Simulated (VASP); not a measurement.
Crystal: GaP.

```xyz
2
Lattice="0.0000 2.7252 2.7252 2.7252 0.0000 2.7252 2.7252 2.7252 0.0000" Properties=species:S:1:pos:R:3 pbc="T T T"
Ga    0.0000    0.0000    0.0000
P     4.0879    4.0879    4.0879
```

* Program: VASP 6.6.1
* Task: relaxation of cell and atoms
* Functional: revPBE
* Potentials or basis: VASP PAW PBE potentials, release 64 (Ga_d, P)
* Cutoff: 600 eV
* k mesh: 8 × 8 × 8
* Occupations: fermi-dirac, width 0.05 eV
* Spin: no spin polarisation

At the start: pressure 3.9 GPa; volume 20.24 Å³/atom.

Where does the relaxation end?

Over 3 steps the energy falls by 11.8 meV/atom and the volume is 21.25 Å³/atom (+5.0 %); space group F-43m (No. 216, to 0.05 Å).

The path:
```
step  energy change (eV)  largest force (eV/Å)  pressure (GPa)  volume (Å³)
   1              0.0000                0.0000            3.94        40.48
   2             -0.0190                0.0000           -1.53        43.46
   3             -0.0237                0.0000            0.00        42.50
```

Final structure:
```
CELL_PARAMETERS angstrom
0.00000 2.76983 2.76983
2.76983 0.00000 2.76983
2.76983 2.76983 0.00000
ATOMIC_POSITIONS crystal
Ga 0.00000 0.00000 0.00000
P 0.75000 0.75000 0.75000
```

Caveat: the PAW data sets were made with another functional, which shifts forces and pressure a little.
